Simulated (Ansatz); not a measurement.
Lu:

```xyz
1
Lattice="-1.9541 1.9541 1.9541 1.9541 -1.9541 1.9541 1.9541 1.9541 -1.9541" Properties=species:S:1:pos:R:3 pbc="T T T"
Lu    0.0000    0.0000    0.0000
```

This isn't the form of Lu at room conditions, which is hcp.

* Program: Ansatz 0.2.0
* Task: single point
* Functional: PBE
* Potentials or basis: Ansatz PAW
* Cutoff: 420 eV (not typed: the program's choice for these potentials)
* k mesh: 10 × 10 × 10
* Occupations: fermi-dirac, width 0.05 eV
* Spin: no spin polarisation

On this cell: pressure -0.4 GPa; band gap on the k mesh none (metal or under the smearing width).

The same run follows on a disturbed copy (cell strained at random at fixed volume):

```
CELL_PARAMETERS angstrom
-1.96151 1.98599 1.95506
1.97238 -1.98057 1.96051
1.91614 1.93521 -1.94964
ATOMIC_POSITIONS crystal
Lu 0.00287 0.01056 0.00296
```

Q: What does the disturbed cell give?

A: The energy (extrapolated to zero smearing) moves by +1.3 meV/atom; pressure -0.4 GPa; band gap on the k mesh none (metal or under the smearing width).

Stress tensor (GPa, compression positive):
```
-0.43  0.60 -0.13
 0.60 -0.37 -0.06
-0.13 -0.06 -0.36
```
